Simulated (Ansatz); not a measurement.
The system is EuS.

```
Eu S
1.0
     0.00000    2.97850    2.97850
     2.97850    0.00000    2.97850
     2.97850    2.97850    0.00000
Eu S
1 1
Direct
  0.00000 0.00000 0.00000
  0.50000 0.50000 0.50000
```

Base run:

- Program: Ansatz 0.2.0
- Functional: LDA
- Potentials or basis: JTH PAW LDA
- Cutoff: 750 eV
- Density cutoff: 3750 eV
- k mesh: 8 × 8 × 8
- Occupations: fermi-dirac, width 0.05 eV
- Spin: collinear spin, ferromagnetic start
- Starting moments: [7.0, 0.0] μB

Its results: band gap on the k mesh none (metal or under the smearing width); pressure -8.1 GPa; net moment 6.94 μB per cell; site moments Eu +6.69; S -0.05 μB.

Q: The run is repeated on the same cell with these changes: potentials or basis from JTH PAW LDA to Ansatz PAW; cutoff from 750 eV to 420 eV (not typed: the program's choice for these potentials); hubbard terms from none to Eu f U = 4 eV; hubbard projectors from none to ortho-atomic (the default). What comes out?

A: Band gap on the k mesh 0.07 eV, indirect (least direct gap 0.37 eV); pressure -4.8 GPa; net moment 7.00 μB per cell; site moments Eu +6.84; S -0.06 μB.

Caveats: spin-orbit coupling is left out, which moves the levels of the heavy elements; a cell with one magnetic atom can't hold antiferromagnetic order, which such compounds often take; without U or exact exchange the open f shell lies at the Fermi level, which spoils levels, moments and volumes (some runs); the magnetic or orbital state may not be the lowest (some runs); the PAW data sets come from PBE, with cores solved anew for the run's functional, which leaves a small shift of forces and pressure (some runs).
